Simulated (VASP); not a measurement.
A run of VASP 6.6.1:

Contents of run.py:

```python
from ase.calculators.vasp import Vasp
from ase.dft.bandgap import bandgap
from ase.io import read

atoms = read('W.cif', primitive_cell=True, subtrans_included=False)
calc = Vasp(
    directory='calc',
    xc='lda',
    pp='LDA',
    setups='materialsproject',
    prec='Accurate',
    encut=520,
    ediff=1e-06,
    ismear=0,
    sigma=0.05,
    lreal=False,
    lasph=True,
    nelm=100,
    algo='Fast',
    isif=2,
    lwave=False,
    lcharg=False,
    kpts=[12, 12, 12],
    gamma=True,
    nbands=13,
)
atoms.calc = calc

print('energy (eV):', atoms.get_potential_energy())
print('free energy (eV):', atoms.get_potential_energy(force_consistent=True))
print('forces (eV/A):')
print(atoms.get_forces())
print('stress (eV/A^3, Voigt):', atoms.get_stress())
print('Fermi level (eV):', calc.get_fermi_level())
gap, top, bottom = bandgap(calc)
print('band gap (eV):', gap, 'from (spin, k, band)', top, 'to', bottom)
```

W.cif

```cif
data_W
_cell_length_a 3.16469000
_cell_length_b 3.16469000
_cell_length_c 3.16469000
_cell_angle_alpha 90.00000000
_cell_angle_beta 90.00000000
_cell_angle_gamma 90.00000000
_space_group_name_H-M_alt 'Im-3m'
_space_group_name_Hall '-I 4 2 3'
_space_group_IT_number 229
loop_
_space_group_symop_operation_xyz
'x,y,z'
'-x,-y,-z'
'-y,x,z'
'y,-x,-z'
'-x,-y,z'
'x,y,-z'
'y,-x,z'
'-y,x,-z'
'x,-y,-z'
'-x,y,z'
'-y,-x,-z'
'y,x,z'
'-x,y,-z'
'x,-y,z'
'y,x,-z'
'-y,-x,z'
'z,x,y'
'-z,-x,-y'
'z,-y,x'
'-z,y,-x'
'z,-x,-y'
'-z,x,y'
'z,y,-x'
'-z,-y,x'
'-z,x,-y'
'z,-x,y'
'-z,-y,-x'
'z,y,x'
'-z,-x,y'
'z,x,-y'
'-z,y,x'
'z,-y,-x'
'y,z,x'
'-y,-z,-x'
'x,z,-y'
'-x,-z,y'
'-y,z,-x'
'y,-z,x'
'-x,z,y'
'x,-z,-y'
'-y,-z,x'
'y,z,-x'
'-x,-z,-y'
'x,z,y'
'y,-z,-x'
'-y,z,x'
'x,-z,y'
'-x,z,-y'
'x+1/2,y+1/2,z+1/2'
'-x+1/2,-y+1/2,-z+1/2'
'-y+1/2,x+1/2,z+1/2'
'y+1/2,-x+1/2,-z+1/2'
'-x+1/2,-y+1/2,z+1/2'
'x+1/2,y+1/2,-z+1/2'
'y+1/2,-x+1/2,z+1/2'
'-y+1/2,x+1/2,-z+1/2'
'x+1/2,-y+1/2,-z+1/2'
'-x+1/2,y+1/2,z+1/2'
'-y+1/2,-x+1/2,-z+1/2'
'y+1/2,x+1/2,z+1/2'
'-x+1/2,y+1/2,-z+1/2'
'x+1/2,-y+1/2,z+1/2'
'y+1/2,x+1/2,-z+1/2'
'-y+1/2,-x+1/2,z+1/2'
'z+1/2,x+1/2,y+1/2'
'-z+1/2,-x+1/2,-y+1/2'
'z+1/2,-y+1/2,x+1/2'
'-z+1/2,y+1/2,-x+1/2'
'z+1/2,-x+1/2,-y+1/2'
'-z+1/2,x+1/2,y+1/2'
'z+1/2,y+1/2,-x+1/2'
'-z+1/2,-y+1/2,x+1/2'
'-z+1/2,x+1/2,-y+1/2'
'z+1/2,-x+1/2,y+1/2'
'-z+1/2,-y+1/2,-x+1/2'
'z+1/2,y+1/2,x+1/2'
'-z+1/2,-x+1/2,y+1/2'
'z+1/2,x+1/2,-y+1/2'
'-z+1/2,y+1/2,x+1/2'
'z+1/2,-y+1/2,-x+1/2'
'y+1/2,z+1/2,x+1/2'
'-y+1/2,-z+1/2,-x+1/2'
'x+1/2,z+1/2,-y+1/2'
'-x+1/2,-z+1/2,y+1/2'
'-y+1/2,z+1/2,-x+1/2'
'y+1/2,-z+1/2,x+1/2'
'-x+1/2,z+1/2,y+1/2'
'x+1/2,-z+1/2,-y+1/2'
'-y+1/2,-z+1/2,x+1/2'
'y+1/2,z+1/2,-x+1/2'
'-x+1/2,-z+1/2,-y+1/2'
'x+1/2,z+1/2,y+1/2'
'y+1/2,-z+1/2,-x+1/2'
'-y+1/2,z+1/2,x+1/2'
'x+1/2,-z+1/2,y+1/2'
'-x+1/2,z+1/2,-y+1/2'
loop_
_atom_site_label
_atom_site_type_symbol
_atom_site_symmetry_multiplicity
_atom_site_Wyckoff_symbol
_atom_site_fract_x
_atom_site_fract_y
_atom_site_fract_z
_atom_site_occupancy
W1 W 2 a 0.0000000000 0.0000000000 0.0000000000 1
```

Potentials or basis: VASP PAW LDA potentials, release 64 (W_sv).

Command:

```console
$ python run.py
```

Hardware: 1 thread of Intel(R) Xeon(R) Platinum 8375C CPU @ 2.90GHz (Ice Lake), with other jobs on the host.

Question: Estimate the wall time of this run.

Answer: Run time: 25 s on 1 thread of Intel(R) Xeon(R) Platinum 8375C CPU @ 2.90GHz (Ice Lake) (shared host), peak memory 0.12 GiB. Counts: scf iterations 12, k points 72.
